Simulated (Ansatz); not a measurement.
A crystal relaxed with r2SCAN in the PAW code Ansatz has space group Pa-3 (No. 205) and a = 5.403 Å.

```
atom  site       x       y       z
  Fe    4a  0.0000  0.5000  0.5000
  Xx    8c  0.3850  0.1150  0.8850
```

The r2SCAN gap is indirect, 0.91 eV (Γ–X (0.89 of the way from Γ) to Γ), below the direct gap of 0.99 eV at Γ. With HSE06 the gap is 2.23 eV and direct, at Γ. Meshes: r2SCAN 6×6×6, HSE06 4×4×4. r2SCAN's ε∞ is 15.1 in all directions.

Question: Which element is Xx?
A. Se
B. Te
C. O
D. S

Answer: D. Xx is S: FeS2 (Pa-3) from a database structure. Fe has 6 S at 2.26 Å; S has 1 S at 2.15 Å and 3 Fe at 2.26 Å.

The values are computed, spin-unpolarised, and not measurements.

Where an edge lies off the special points, it is a point of the mesh or the k point where a search put PBE's edge or least direct gap, reused for the other functionals, whose own edges may lie a little apart.

The meshes of the hybrids are coarse, so their gaps aren't converged to the digits shown.
